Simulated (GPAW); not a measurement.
# GaSb (F-43m) in GPAW: notebook, part 2 of 2

GPAW 26.7.0.

**3. Band structure, PBE**

run.py

```python
from ase.dft.bandgap import bandgap
from ase.io import read, write
from gpaw import GPAW

atoms = read('GaSb.xyz')

calc = GPAW(mode='lcao',
            h=0.2,
            basis='dz(dzp)',
            xc='PBE',
            kpts={'size': (6, 6, 6), 'gamma': True},
            occupations={'name': 'fermi-dirac', 'width': 0.05},
            convergence={'density': 1e-05, 'energy': 1e-05},
            maxiter=150,
            txt='gpaw.txt')
atoms.calc = calc
energy = atoms.get_potential_energy()
forces = atoms.get_forces()
calc.write('gs.gpw')
write('result.traj', atoms)
print(f'Energy: {energy:.6f} eV')
print('Forces (eV/A):')
print(forces.round(4))
print('Fermi level:', round(calc.get_fermi_level(), 4), 'eV')
print(f'Gap: {bandgap(calc)[0]:.4f} eV, direct: {bandgap(calc, direct=True)[0]:.4f} eV')

path = atoms.cell.bandpath('GXWKGLUWLK,UX', npoints=100, eps=1e-4)
bs_calc = calc.fixed_density(kpts=path, symmetry='off', txt='bands.txt')
bs = bs_calc.band_structure()
bs.write('bs.json')
print(f'Gap on the path: {bandgap(bs_calc)[0]:.4f} eV')
```

GaSb.xyz

```xyz
2
Lattice="0.0000000000 3.0590000000 3.0590000000 3.0590000000 0.0000000000 3.0590000000 3.0590000000 3.0590000000 0.0000000000" Properties=species:S:1:pos:R:3 pbc="T T T"
Sb     4.5885000000      4.5885000000      4.5885000000
Ga     0.0000000000      0.0000000000      0.0000000000
```

Potentials or basis: GPAW PAW data sets (gpaw-data 1.2.1), lcao:dz(dzp).

On the command line:

```bash
$ OMP_NUM_THREADS=1 python run.py
```

Run time: 8.2 s. Hardware: 1 thread of Arm Neoverse V2, shared host; peak memory 0.16 GiB.

The run converged, but some of its settings lie outside the range that counts as converged, so its numbers aren't taken as properties of the crystal.

Results:

| Property | Result |
| --- | --- |
| Free energy | -6.6019 eV |
| Band gap along the path | none (metal or under the smearing width) |

Caveat: the real-space grid adds noise to forces; spin-orbit coupling is left out, which moves the levels of the heavy elements; the basis of atomic orbitals isn't converged, which shifts pressures, moduli and gaps.

**4. Band structure, optB88-vdW, spin-orbit coupling, no magnetisation**

run.py

```python
import numpy as np
from ase.dft.bandgap import bandgap
from ase.io import read, write
from gpaw import GPAW, PW
from gpaw.spinorbit import soc_eigenstates

atoms = read('POSCAR')

calc = GPAW(mode=PW(600),
            xc={'name': 'optB88-vdW', 'backend': 'libvdwxc'},
            kpts={'size': (6, 6, 6), 'gamma': True},
            occupations={'name': 'fermi-dirac', 'width': 0.05},
            nbands=18,
            convergence={'density': 1e-05, 'energy': 1e-05},
            maxiter=150,
            legacy_gpaw=True,
            txt='gpaw.txt')
atoms.calc = calc
energy = atoms.get_potential_energy()
forces = atoms.get_forces()
calc.write('gs.gpw')
write('result.traj', atoms)
print(f'Energy: {energy:.6f} eV')
print('Forces (eV/A):')
print(forces.round(4))
print('Fermi level:', round(calc.get_fermi_level(), 4), 'eV')
print(f'Gap: {bandgap(calc)[0]:.4f} eV, direct: {bandgap(calc, direct=True)[0]:.4f} eV')

path = atoms.cell.bandpath('GXWKGLUWLK,UX', npoints=60, eps=1e-4)
bs_calc = calc.fixed_density(kpts=path, symmetry='off', nbands=30,
                             convergence={'bands': 'CBM+6.0', 'eigenstates': 1e-6}, txt='bands.txt')
bs = bs_calc.band_structure()
bs.write('bs.json')
print(f'Gap on the path: {bandgap(bs_calc)[0]:.4f} eV')

soc = soc_eigenstates(bs_calc, theta=54.7, phi=45)
np.savetxt('soc_bands.dat', soc.eigenvalues(), fmt='%.4f')
mesh = soc_eigenstates('gs.gpw', theta=54.7, phi=45)
np.savetxt('soc_mesh.dat', mesh.eigenvalues(), fmt='%.4f')
print('Fermi level with spin-orbit coupling:', round(mesh.fermi_level, 4), 'eV')
```

POSCAR

```
GaSb
1.0
    0.0000000000      3.0590000000      3.0590000000
    3.0590000000      0.0000000000      3.0590000000
    3.0590000000      3.0590000000      0.0000000000
Sb Ga
1 1
Direct
    0.7500000000      0.7500000000      0.7500000000
    0.0000000000      0.0000000000      0.0000000000
```

Potentials or basis: GPAW PAW data sets (gpaw-data 1.2.1), pw.

On the command line:

```bash
$ OMP_NUM_THREADS=1 python run.py
```

gpaw.txt:

```text
___ ___ ___ _ _ _
 |   |   |_  | | | |
 | | | | | . | | | |
 |__ |  _|___|_____|  26.7.0
 |___|_|

Input parameters:
  convergence: {density: 1e-05,
                energy: 1e-05}
  kpts: {gamma: True,
         size: (6, 6, 6)}
  maxiter: 150
  mode: {ecut: 600.0,
         name: pw}
  nbands: 18
  occupations: {name: fermi-dirac,
                width: 0.05}
  xc: {backend: libvdwxc,
       name: optB88-vdW}

System changes: positions, numbers, cell, pbc, initial_charges, initial_magmoms

Initialize ...

species:
  Sb:
    name:    Antimony
    Z:       51.0
    valence: 15
    core:    36
    charge:  0.0  # [|e|]
    compensation charges:
      type: gauss
      rc: 0.36  # [Å]
      lmax: 2
    cutoffs:
      filter: 2.23  # [Å]
      core: 2.23  # [Å]
    projectors
    | kind |    occ | energy [eV] | rcut [Å] |
    |------|--------|-------------|----------|
[... 142 lines left out ...]
   0 Sb     4.588500    4.588500    4.588500    ( 0.0000,  0.0000,  0.0000)
   1 Ga     0.000000    0.000000    0.000000    ( 0.0000,  0.0000,  0.0000)

Unit cell:
           periodic     x           y           z      points  spacing
  1. axis:    yes    0.000000    3.059000    3.059000    25     0.1413
  2. axis:    yes    3.059000    0.000000    3.059000    25     0.1413
  3. axis:    yes    3.059000    3.059000    0.000000    25     0.1413

  Lengths:   4.326079   4.326079   4.326079
  Angles:   60.000000  60.000000  60.000000

Effective grid spacing dv^(1/3) = 0.1542

iter:   1   -64.202353
iter:   2   -64.221514   -0.73  -1.28
iter:   3   -64.203743   -1.65  -1.29
iter:   4   -64.200096   -3.02  -2.17
iter:   5   -64.199688   -3.67  -2.37
iter:   6   -64.199284   -4.69  -3.03
iter:   7   -64.199291   -5.58  -3.34
iter:   8   -64.199289c  -6.68  -3.85
iter:   9   -64.199290c  -7.59c -4.19
iter:  10   -64.199290c  -7.82c -4.76
iter:  11   -64.199290c  -8.88c -5.32c

Converged after 11 iterations.

Dipole moment: (4.550045, 4.550045, 4.550045) |e|*Ang

Energy contributions relative to reference atoms: (reference = -229166.229777)

Kinetic:        +16.301354
Potential:      -14.154398
External:        +0.000000
XC:             -66.269306
Entropy (-ST):   -0.001069
Local:           -0.076404
SIC:             +0.000000
--------------------------
Free energy:    -64.199824
Extrapolated:   -64.199290

Non-local optB88 correlation energy: 1.395262
Semilocal GGA_X_OPTB88_VDW+LDA_C_PW energy: -116.613319
(Not including atomic contributions)
Showing only first 2 kpts
 Kpt  Band  Eigenvalues  Occupancy
  0     7      4.81038    1.46756
  0     8      4.81038    1.46756
  0     9      4.81038    1.46756
  0    10      7.60883    0.00000

  1     7      3.79396    2.00000
  1     8      3.79396    2.00000
  1     9      6.46067    0.00000
  1    10      7.48038    0.00000

Fermi level: 4.86107

No gap
No difference between direct/indirect transitions

Forces in eV/Ang:
  0 Sb    0.00000    0.00000   -0.00000
  1 Ga    0.00000   -0.00000   -0.00000

Writing to gs.gpw (mode='')
```

bands.txt:

```text
___ ___ ___ _ _ _
 |   |   |_  | | | |
 | | | | | . | | | |
 |__ |  _|___|_____|  26.7.0
 |___|_|

Input parameters:
  convergence: {bands: CBM+6.0,
                eigenstates: 1e-06}
  gpts: [25 25 25]
  kpts: {cell: Cell([[0.0, 3.0590000000000006, 3.0590000000000006], [3.0590000000000006, 0.0, 3.0590000000000006], [3.0590000000000006, 3.0590000000000006, 0.0]]),
         kpts: [[0.      0.      0.     ]
 [0.0625  0.      0.0625 ]
 [0.125   0.      0.125  ]
 ...
[... 205 lines left out ...]
(Not including atomic contributions)
Showing only first 2 kpts
 Kpt  Band  Eigenvalues  Occupancy
  0     7      4.81037    1.46762
  0     8      4.81037    1.46761
  0     9      4.81037    1.46761
  0    10      7.60883    0.00000

  1     7      4.60007    1.98924
  1     8      4.60007    1.98924
  1     9      5.79143    0.00000
  1    10      7.45486    0.00000

Fermi level: 4.86107

No gap
No difference between direct/indirect transitions
```

It took 36 s on 1 thread of Arm Neoverse V2, shared host; peak memory 0.32 GiB.

What came out:

```
Free energy             : -64.1998 eV
Band gap along the path : none (metal or under the smearing width)
```

Levels at the corners of the path, in eV from the Fermi level:
```csv
point,band 14,band 15,band 16,band 17,band 18,band 19,band 20,band 21,band 22,band 23
Γ,-0.78,-0.26,-0.26,0.02,0.02,0.02,0.02,2.41,2.41,2.64
X,-7.03,-2.95,-2.95,-2.66,-2.66,0.67,0.67,1.01,1.01,8.25
W,-6.83,-3.80,-3.44,-3.33,-3.31,3.18,3.61,4.08,4.13,4.13
K,-6.79,-3.97,-3.74,-2.42,-2.40,1.14,1.18,3.55,3.71,6.23
Γ,-0.78,-0.26,-0.26,0.02,0.02,0.02,0.02,2.41,2.41,2.64
L,-6.59,-1.62,-1.62,-1.16,-1.16,0.15,0.15,3.46,3.46,3.59
U,-6.79,-3.97,-3.74,-2.42,-2.40,1.14,1.18,3.55,3.71,6.23
W,-6.83,-3.80,-3.44,-3.33,-3.31,3.18,3.61,4.08,4.13,4.13
L,-6.59,-1.62,-1.62,-1.16,-1.16,0.15,0.15,3.46,3.46,3.59
K,-6.79,-3.97,-3.74,-2.42,-2.40,1.14,1.18,3.56,3.71,6.23
U,-6.79,-3.97,-3.74,-2.42,-2.40,1.14,1.18,3.55,3.71,6.23
X,-7.03,-2.95,-2.94,-2.66,-2.66,0.67,0.67,1.01,1.01,8.25
```

Caveat: spin-orbit coupling was added after a scalar SCF, so levels and gaps hold it while energy, forces, pressure and moments don't; this program's spin-orbit splittings come out too wide for heavy elements; the PAW data sets were made with another functional, which shifts forces and pressure a little; this crystal is a semiconductor, whose small gap the functional closes, so the metal is an error of the method.

**5. How close it comes**

Step 2. Measured gap of GaSb: 0.811 eV (direct; 4.2 K; a printed reference work, data compilation). This calculation gives 0.00 eV (-0.81 eV). Spin-orbit coupling on Ga, Sb is left out. The value is that of LDA, without temperature or zero-point motion. Semilocal functionals fall short of measured gaps as a rule.

Step 4. Against the measured gap of GaSb, 0.811 eV (direct; 4.2 K; a printed reference work, data compilation), the calculated 0.00 eV is off by -0.81 eV. The value is that of optB88-vdW, without temperature or zero-point motion.
